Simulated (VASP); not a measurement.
Runs of VASP 6.6.1 on Rh. It takes space group Pm-3m (No. 221, cubic). The conventional cell has a = 2.466 Å, b = 2.466 Å, c = 2.466 Å, α = 90.00°, β = 90.00°, γ = 90.00°. Around Rh (site symmetry m-3m) lie 6 Rh at 2.47 Å. This isn't the form of Rh at room conditions, which is fcc.

```csv
cell,gap on the mesh (eV),pressure (GPa),moment (μB)
"Pm-3m, 15.0 Å³/atom",none,18.8,0.00
"Pm-3m, 14.35 Å³/atom",none,32.3,0.00
"Pm-3m, 16.96 Å³/atom",none,(a),0.00
"Pm-3m, 15.65 Å³/atom",none,8.2,0.00
```

Alike in all rows: task single point; level PBE; potentials or basis VASP PAW PBE potentials, release 64 (Rh_pv); spin collinear, typed start; k mesh 14 × 14 × 14; cutoff (eV) 520; smearing fermi-dirac 0.05 eV.

Q: Fill in the values left out.

A: (a) -6.6.

Caveats: so large a pressure means that the cell lies far from this level's equilibrium, or that cutoff or potentials fall short (some runs); a pressure of tens of GPa on the cell as given is suspect, and the run, the potentials or the cell itself is likely at fault (some runs).

A k mesh can miss the band edges, and the runs leave out spin-orbit coupling on Rh.

A gap of «none» marks a metal or a gap under the smearing width.
